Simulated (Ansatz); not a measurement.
# TiO2: band structure with PBE

**Experimental background.**

“Shallow Valence Band of Rutile GeO2 and P-type Doping”, 2020, arxiv:2011.08928 quotes, for a bulk crystal of TiO2 at 1.6 K: band gap 3.03 eV (direct).

Crystal: TiO2.

```
CELL_PARAMETERS angstrom
4.59984 0.00000 0.00000
0.00000 4.59984 0.00000
0.00000 0.00000 2.95921
ATOMIC_POSITIONS crystal
Ti 0.00000 0.00000 0.50000
Ti 0.50000 0.50000 0.00000
O 0.30432 0.30432 0.50000
O 0.19568 0.80432 0.00000
O 0.80432 0.19568 0.00000
O 0.69568 0.69568 0.50000
```

The cell is a database's computed one.

* Program: Ansatz 0.2.0
* Task: band structure
* Functional: PBE
* Potentials or basis: Ansatz PAW earlier set
* Cutoff: 930 eV (not typed: the program's choice for these potentials)
* k mesh: 6 × 6 × 9
* Occupations: fermi-dirac, width 0.05 eV
* Spin: no spin polarisation
* Path: [["G", "X", "M", "G", "Z", "R", "A", "Z"], ["X", "R"], ["M", "A"]]
* Points for each segment of the path: 14

```json
{
  "Pressure": "4.3 GPa",
  "Largest force": "0.004 eV/Å",
  "Band gap on the k mesh": "1.86 eV, direct",
  "Band gap along the path": "1.86 eV, direct"
}
```

Forces on the atoms (eV/Å):
```
Ti   0.000  0.000  0.000
Ti   0.000  0.000  0.000
O    0.003  0.003  0.000
O   -0.003  0.003  0.000
O    0.003 -0.003  0.000
O   -0.003 -0.003  0.000
```

Stress tensor (GPa, compression positive):
```
4.54 0.00 0.00
0.00 4.54 0.00
0.00 0.00 3.71
```

Levels at the corners of the path, in eV from the valence-band top:
| point | band 21 | band 22 | band 23 | band 24 | band 25 | band 26 | band 27 | band 28 |
| --- | --- | --- | --- | --- | --- | --- | --- | --- |
| Γ | -0.71 | -0.46 | -0.46 | 0.00 | 1.86 | 2.15 | 2.39 | 2.49 |
| X | -1.64 | -1.64 | -0.74 | -0.74 | 2.52 | 2.52 | 3.02 | 3.02 |
| M | -1.31 | -1.31 | -1.08 | -1.08 | 1.89 | 1.89 | 2.51 | 2.51 |
| Γ | -0.71 | -0.46 | -0.46 | 0.00 | 1.86 | 2.15 | 2.39 | 2.49 |
| Z | -2.36 | -2.36 | -1.42 | -1.42 | 2.96 | 2.96 | 3.17 | 3.17 |
| R | -2.04 | -2.04 | -1.04 | -1.04 | 1.91 | 1.91 | 3.19 | 3.19 |
| A | -1.29 | -1.29 | -0.67 | -0.67 | 2.59 | 2.59 | 3.20 | 3.20 |
| Z | -2.36 | -2.36 | -1.42 | -1.42 | 2.96 | 2.96 | 3.17 | 3.17 |
| X | -1.64 | -1.64 | -0.74 | -0.74 | 2.52 | 2.52 | 3.02 | 3.02 |
| R | -2.04 | -2.04 | -1.04 | -1.04 | 1.91 | 1.91 | 3.19 | 3.19 |
| M | -1.31 | -1.31 | -1.08 | -1.08 | 1.89 | 1.89 | 2.51 | 2.51 |
| A | -1.29 | -1.29 | -0.67 | -0.67 | 2.59 | 2.59 | 3.20 | 3.20 |

Wall time 7.8 s on 2 threads of AMD EPYC 9R45 96-Core Processor (Zen 5), with other jobs on the host, peak memory 0.91 GiB.

A measured gap of TiO2 is 3.03 eV (direct; 1.6 K; quoted in “Shallow Valence Band of Rutile GeO2 and P-type Doping”, 2020, arxiv:2011.08928); the calculated 1.86 eV misses it by -1.17 eV. 2 values of this kind are on record in papers (3.03 to 3.05 eV); this one was drawn at random among those near their median. The value is that of PBE, without temperature or zero-point motion. Semilocal functionals fall short of measured gaps as a rule. The cell is a database's relaxed one, not the measured one, which moves gaps too.
